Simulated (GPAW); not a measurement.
# LiCl (Fm-3m) in GPAW: notebook

Runs on LiCl. Level: PBEsol. Tasks: relaxation of cell and atoms.

All numbers are computed with GPAW 26.7.0; they aren't measurements. Logs are shortened: lines on timing, memory, paths and dates and some standing lists are left out, and cuts for length are marked. The log counts tension as positive stress, the text compression.

### 1 The structure

It takes space group Fm-3m (No. 225, cubic). The conventional cell has a = 5.130 Å, b = 5.130 Å, c = 5.130 Å, α = 90.00°, β = 90.00°, γ = 90.00°. Cl (site symmetry m-3m) has 6 Li at 2.56 Å as nearest neighbours. Around Li (site symmetry m-3m) lie 6 Cl at 2.56 Å.

### 2 Relaxation of cell and atoms, PBEsol

Input file run.py:

```python
from ase import Atoms
from ase.filters import FrechetCellFilter
from ase.io import write
from ase.optimize import BFGS
from gpaw import GPAW, PW, setup_paths

setup_paths.insert(0, '.')

atoms = Atoms(['Cl', 'Li'],
              cell=[[0.0, 2.56477, 2.56477],
                    [2.56477, 0.0, 2.56477],
                    [2.56477, 2.56477, 0.0]],
              scaled_positions=[[0.5, 0.5, 0.5],
                                [0.0, 0.0, 0.0]],
              pbc=True)

calc = GPAW(mode=PW(800),
            xc='PBEsol',
            kpts={'size': (9, 9, 9), 'gamma': True},
            occupations={'name': 'fermi-dirac', 'width': 0.05},
            nbands=11,
            convergence={'density': 1e-05, 'forces': 0.0001},
            maxiter=150,
            txt='gpaw.txt')
atoms.calc = calc
opt = BFGS(FrechetCellFilter(atoms), trajectory='relax.traj', logfile='-')
done = opt.run(fmax=0.02, steps=60)
calc.write('gs.gpw')
write('result.traj', atoms)
print('Converged:', done)
print('Cell:', atoms.cell.cellpar().round(4))
print('Volume:', round(atoms.get_volume(), 4))
print(atoms.get_scaled_positions().round(5))
```

Potentials or basis: PAW data sets generated in the run's folder for this functional, pw.

On the command line:

```bash
$ gpaw-setup -f PBEsol Cl Li
$ OMP_NUM_THREADS=1 python run.py
```

gpaw.txt:

```text
__  _  _
 | _ |_)|_||  |
 |__||  | ||/\| - 26.7.0

Input parameters:
  mode=PW(ecut=800.0),
  convergence={'density': 1e-05, 'forces': 0.0001},
  kpts=MonkhorstPack(size=(9, 9, 9), gamma=True),
  maxiter=150,
  nbands=11,
  occupations=Occupations(name='fermi-dirac', width=0.05),
  xc=XC(name='PBEsol')

Diagonalizing LCAO Hamiltonian
Converting LCAO to pw mode

               Cl

       Li

Atoms  # Å, Bohr magnetons
|   | symbol |        x |        y |        z |    initial magnetic moments |
|---|--------|----------|----------|----------|-----------------------------|
| 0 |     Cl | 2.564770 | 2.564770 | 2.564770 | ( 0.0000,  0.0000,  0.0000) |
| 1 |     Li | 0.000000 | 0.000000 | 0.000000 | ( 0.0000,  0.0000,  0.0000) |

Unit cell  # Å
| periodic |        x |        y |        z |  lengths |    angles |
|----------|----------|----------|----------|----------|-----------|
|      yes | 0.000000 | 2.564770 | 2.564770 | 3.627133 | 60.000000 |
|      yes | 2.564770 | 0.000000 | 2.564770 | 3.627133 | 60.000000 |
|      yes | 2.564770 | 2.564770 | 0.000000 | 3.627133 | 60.000000 |

Number of symmetries: 48
Symmetry operations  # r_c * U_cc + t_c -> r_c
|    | kind |            matrix            |
|----|------|------------------------------|
|  0 |  σ   |  1, 0, 0,  1, 0,-1,  1,-1, 0 |
|  1 |  C2  |  1, 0, 0,  1,-1, 0,  1, 0,-1 |
|  2 |  E   |  1, 0, 0,  0, 1, 0,  0, 0, 1 |
|  3 |  σ   |  1, 0, 0,  0, 0, 1,  0, 1, 0 |
|  4 |  C4  |  1, 0,-1,  1, 0, 0,  1,-1, 0 |
|  5 |  S6  |  1, 0,-1,  1,-1, 0,  1, 0, 0 |
|  6 |  σ   |  1, 0,-1,  0, 1,-1,  0, 0,-1 |
|  7 |  C3  |  1, 0,-1,  0, 0,-1,  0, 1,-1 |
|  8 |  S6  |  1,-1, 0,  1, 0, 0,  1, 0,-1 |
|  9 |  C4  |  1,-1, 0,  1, 0,-1,  1, 0, 0 |
| 10 |  C3  |  1,-1, 0,  0,-1, 1,  0,-1, 0 |
| 11 |  σ   |  1,-1, 0,  0,-1, 0,  0,-1, 1 |
| 12 |  σ   |  0, 1, 0,  1, 0, 0,  0, 0, 1 |
| 13 |  C4  |  0, 1, 0,  0, 1,-1, -1, 1, 0 |
[... 167 lines left out ...]
SCF iterations
|iter     | |      energy | eigst |  dens |force |
|---------|-|-------------|-------|-------|------|
|iter:   1| |   -7.608658 | -0.66 |       |      |
|iter:   2| |   -7.608355 | -2.58 | -1.34 |      |
|iter:   3| |   -7.611093c| -2.95 | -1.37 |      |
|iter:   4| |   -7.613178 | -4.02 | -1.92 |      |
|iter:   5| |   -7.613347c| -4.90 | -2.53 |      |
|iter:   6| |   -7.613357c| -5.94 | -3.14 |      |
|iter:   7| |   -7.613357c| -7.88c| -4.35 |      |
|iter:   8| |   -7.613357c| -8.41c| -5.19c|      |
|iter:   9| |   -7.613357c| -9.25c| -5.76c|-22.96c|

Converged in 9 steps
Energy contributions relative to reference atoms: (reference = -12737.140062)

Energy contributions:
  Kinetic:           7.049880
  Coulomb:          -7.650956
  Zero:              0.076037
  External:          0.000000
  Xc:               -7.088317
  Entropy:          -0.000000
  Spinorbit:         0.000000
  ----------------------------
  Free energy:      -7.613357
  Extrapolated:     -7.613357
[... 19 lines left out ...]
Gap: 6.125 eV
Transition (v -> c):
  (s=0, k=0, n=3, [0.00, 0.00, 0.00]) -> (s=0, k=0, n=4, [0.00, 0.00, 0.00])
No difference between direct/indirect transitions

Stress tensor  # eV/Ang^3
|        x |        y |        z |
|----------|----------|----------|
| 0.007317 | 0.000000 | 0.000000 |
| 0.000000 | 0.007317 | 0.000000 |
| 0.000000 | 0.000000 | 0.007317 |

Forces  # eV/Ang
|        x |        y |        z |
|----------|----------|----------|
|  0.00000 | -0.00000 | -0.00000 |  # Cl   0
| -0.00000 |  0.00000 |  0.00000 |  # Li   1

Interpolating wave functions to new cell

               Cl

       Li

Atoms  # Å, Bohr magnetons
|   | symbol |         x |        y |        z |    initial magnetic moments |
|---|--------|-----------|----------|----------|-----------------------------|
| 0 |     Cl |  2.562510 | 2.562510 | 2.562510 | ( 0.0000,  0.0000,  0.0000) |
| 1 |     Li | -0.000000 | 0.000000 | 0.000000 | ( 0.0000,  0.0000,  0.0000) |

Unit cell  # Å
| periodic |         x |         y |         z |  lengths |    angles |
|----------|-----------|-----------|-----------|----------|-----------|
|      yes | -0.000000 |  2.562510 |  2.562510 | 3.623936 | 60.000000 |
|      yes |  2.562510 | -0.000000 |  2.562510 | 3.623936 | 60.000000 |
|      yes |  2.562510 |  2.562510 | -0.000000 | 3.623936 | 60.000000 |

Number of symmetries: 48
Symmetry operations  # r_c * U_cc + t_c -> r_c
|    | kind |            matrix            |
|----|------|------------------------------|
|  0 |  σ   |  1, 0, 0,  1, 0,-1,  1,-1, 0 |
|  1 |  C2  |  1, 0, 0,  1,-1, 0,  1, 0,-1 |
|  2 |  E   |  1, 0, 0,  0, 1, 0,  0, 0, 1 |
|  3 |  σ   |  1, 0, 0,  0, 0, 1,  0, 1, 0 |
|  4 |  C4  |  1, 0,-1,  1, 0, 0,  1,-1, 0 |
|  5 |  S6  |  1, 0,-1,  1,-1, 0,  1, 0, 0 |
|  6 |  σ   |  1, 0,-1,  0, 1,-1,  0, 0,-1 |
|  7 |  C3  |  1, 0,-1,  0, 0,-1,  0, 1,-1 |
|  8 |  S6  |  1,-1, 0,  1, 0, 0,  1, 0,-1 |
|  9 |  C4  |  1,-1, 0,  1, 0,-1,  1, 0, 0 |
| 10 |  C3  |  1,-1, 0,  0,-1, 1,  0,-1, 0 |
| 11 |  σ   |  1,-1, 0,  0,-1, 0,  0,-1, 1 |
| 12 |  σ   |  0, 1, 0,  1, 0, 0,  0, 0, 1 |
| 13 |  C4  |  0, 1, 0,  0, 1,-1, -1, 1, 0 |
[... 211 lines left out ...]
Gap: 6.140 eV
Transition (v -> c):
  (s=0, k=0, n=3, [0.00, 0.00, 0.00]) -> (s=0, k=0, n=4, [0.00, 0.00, 0.00])
No difference between direct/indirect transitions

Stress tensor  # eV/Ang^3
|         x |         y |         z |
|-----------|-----------|-----------|
|  0.006819 | -0.000000 | -0.000000 |
| -0.000000 |  0.006819 | -0.000000 |
| -0.000000 | -0.000000 |  0.006819 |

Forces  # eV/Ang
|        x |       y |        z |
|----------|---------|----------|
| -0.00000 | 0.00000 |  0.00000 |  # Cl   0
|  0.00000 | 0.00000 | -0.00000 |  # Li   1

Interpolating wave functions to new cell

               Cl

       Li

Atoms  # Å, Bohr magnetons
|   | symbol |         x |        y |         z |    initial magnetic moments |
|---|--------|-----------|----------|-----------|-----------------------------|
| 0 |     Cl |  2.532867 | 2.532867 |  2.532867 | ( 0.0000,  0.0000,  0.0000) |
| 1 |     Li | -0.000000 | 0.000000 | -0.000000 | ( 0.0000,  0.0000,  0.0000) |

Unit cell  # Å
| periodic |        x |        y |        z |  lengths |    angles |
|----------|----------|----------|----------|----------|-----------|
|      yes | 0.000000 | 2.532867 | 2.532867 | 3.582015 | 60.000000 |
|      yes | 2.532867 | 0.000000 | 2.532867 | 3.582015 | 60.000000 |
|      yes | 2.532867 | 2.532867 | 0.000000 | 3.582015 | 60.000000 |

Number of symmetries: 48
Symmetry operations  # r_c * U_cc + t_c -> r_c
|    | kind |            matrix            |
|----|------|------------------------------|
|  0 |  σ   |  1, 0, 0,  1, 0,-1,  1,-1, 0 |
|  1 |  C2  |  1, 0, 0,  1,-1, 0,  1, 0,-1 |
|  2 |  E   |  1, 0, 0,  0, 1, 0,  0, 0, 1 |
|  3 |  σ   |  1, 0, 0,  0, 0, 1,  0, 1, 0 |
|  4 |  C4  |  1, 0,-1,  1, 0, 0,  1,-1, 0 |
|  5 |  S6  |  1, 0,-1,  1,-1, 0,  1, 0, 0 |
|  6 |  σ   |  1, 0,-1,  0, 1,-1,  0, 0,-1 |
|  7 |  C3  |  1, 0,-1,  0, 0,-1,  0, 1,-1 |
|  8 |  S6  |  1,-1, 0,  1, 0, 0,  1, 0,-1 |
|  9 |  C4  |  1,-1, 0,  1, 0,-1,  1, 0, 0 |
| 10 |  C3  |  1,-1, 0,  0,-1, 1,  0,-1, 0 |
| 11 |  σ   |  1,-1, 0,  0,-1, 0,  0,-1, 1 |
| 12 |  σ   |  0, 1, 0,  1, 0, 0,  0, 0, 1 |
| 13 |  C4  |  0, 1, 0,  0, 1,-1, -1, 1, 0 |
[... 167 lines left out ...]
SCF iterations
|iter     | |      energy | eigst |  dens |force |
|---------|-|-------------|-------|-------|------|
|iter:   1| |   -7.681321 | -1.27 |       |      |
|iter:   2| |   -7.669491 | -3.73 | -1.39 |      |
|iter:   3| |   -7.618464 | -2.29 | -1.44 |      |
|iter:   4| |   -7.617819 | -4.41 | -2.44 |      |
|iter:   5| |   -7.617647c| -4.69 | -2.73 |      |
|iter:   6| |   -7.617648c| -6.31 | -3.90 |      |
|iter:   7| |   -7.617648c| -7.70c| -4.57 |      |
|iter:   8| |   -7.617648c| -8.24c| -5.27c|      |
|iter:   9| |   -7.617648c| -8.89c| -6.18c|-23.79c|

Converged in 9 steps
Energy contributions relative to reference atoms: (reference = -12737.140062)

Energy contributions:
  Kinetic:           7.965530
  Coulomb:          -8.330060
  Zero:              0.075472
  External:          0.000000
  Xc:               -7.328589
  Entropy:           0.000000
  Spinorbit:         0.000000
  ----------------------------
  Free energy:      -7.617648
  Extrapolated:     -7.617648
[... 19 lines left out ...]
Gap: 6.342 eV
Transition (v -> c):
  (s=0, k=0, n=3, [0.00, 0.00, 0.00]) -> (s=0, k=0, n=4, [0.00, 0.00, 0.00])
No difference between direct/indirect transitions

Stress tensor  # eV/Ang^3
|         x |         y |         z |
|-----------|-----------|-----------|
| -0.000319 | -0.000000 |  0.000000 |
| -0.000000 | -0.000319 |  0.000000 |
|  0.000000 |  0.000000 | -0.000319 |

Forces  # eV/Ang
|        x |       y |       z |
|----------|---------|---------|
| -0.00000 | 0.00000 | 0.00000 |  # Cl   0
|  0.00000 | 0.00000 | 0.00000 |  # Li   1

# Writing to gs.gpw (mode='')
```

It took 35 s on 1 thread of Arm Neoverse V1, shared host; peak memory 0.18 GiB.

Results:

```
Free energy                            : -7.6176 eV
Relaxed volume                         : 16.25 Å³/atom
Relaxed cell                           : a = 3.582 Å, b = 3.582 Å, c = 3.582 Å, α = 60.00°, β = 60.00°, γ = 60.00°
Space group after relaxing (to 0.05 Å) : Fm-3m (No. 225)
Energy gained by relaxing              : 2.1 meV/atom
Ionic steps                            : 3
Pressure after relaxing                : 0.1 GPa
Band gap on the k mesh                 : 6.34 eV, direct
```

Step by step:
| step | energy change (eV) | largest force (eV/Å) | pressure (GPa) | volume (Å³) |
| --- | --- | --- | --- | --- |
| 1 | 0.0000 | 0.0000 | -1.17 | 33.74 |
| 2 | -0.0006 | 0.0000 | -1.09 | 33.65 |
| 3 | -0.0043 | 0.0000 | 0.05 | 32.50 |

Final structure:
```
CELL_PARAMETERS angstrom
0.00000 2.53287 2.53287
2.53287 0.00000 2.53287
2.53287 2.53287 0.00000
ATOMIC_POSITIONS crystal
Cl 0.50000 0.50000 0.50000
Li 0.00000 0.00000 0.00000
```

Caveat: later steps reuse the first step's grids; an odd mesh through Γ misses points on the zone boundary, where band edges often lie.

### 3 Relaxation of cell and atoms, PBEsol, target pressure 2 GPa, at which the enthalpy is minimised

Changes to run.py since step 2:

```diff
@@ -4,2 +4,3 @@
 from ase.optimize import BFGS
+from ase.units import GPa
 from gpaw import GPAW, PW, setup_paths
@@ -25,3 +26,3 @@
 atoms.calc = calc
-opt = BFGS(FrechetCellFilter(atoms), trajectory='relax.traj', logfile='-')
+opt = BFGS(FrechetCellFilter(atoms, scalar_pressure=2 * GPa), trajectory='relax.traj', logfile='-')
 done = opt.run(fmax=0.02, steps=60)
```

Potentials or basis: PAW data sets generated in the run's folder for this functional, pw.

On the command line:

```bash
$ gpaw-setup -f PBEsol Cl Li
$ OMP_NUM_THREADS=1 python run.py
```

Wall time 48 s (1 thread of Arm Neoverse V1, shared host); peak memory 0.2 GiB.

Results (log left out):

```
Free energy                                            : -7.6080 eV
Relaxed volume                                         : 15.48 Å³/atom
Relaxed cell                                           : a = 3.524 Å, b = 3.524 Å, c = 3.524 Å, α = 60.00°, β = 60.00°, γ = 60.00°
Space group after relaxing (to 0.05 Å)                 : Fm-3m (No. 225)
Energy change on relaxing (the enthalpy is what falls) : +2.7 meV/atom
Ionic steps                                            : 4
Pressure after relaxing                                : 2.0 GPa
Band gap on the k mesh                                 : 6.64 eV, direct
```

Step by step:
```
step  energy change (eV)  largest force (eV/Å)  pressure (GPa)  volume (Å³)
   1              0.0000                0.0000           -1.17        33.74
   2             -0.0016                0.0000           -0.95        33.50
   3              0.0090                0.0000            2.36        30.68
   4              0.0054                0.0000            1.97        30.95
```

Final structure:
```
Cl Li
1.0
     0.00000    2.49198    2.49198
     2.49198    0.00000    2.49198
     2.49198    2.49198    0.00000
Cl Li
1 1
Direct
  0.50000 0.50000 0.50000
  0.00000 0.00000 0.00000
```

Levels at points of the mesh, in eV from the valence-band top:
```csv
k point,band 2,band 3,band 4,band 5,band 6,band 7
"(0.00, 0.00, 0.00)",0.00,0.00,0.00,6.64,11.69,11.69
```

Caveat: later steps reuse the first step's grids; an odd mesh through Γ misses points on the zone boundary, where band edges often lie. PBEsol gaps usually lie below the measured ones, often by a third to a half.

(Part 1 of 2 ends here.)
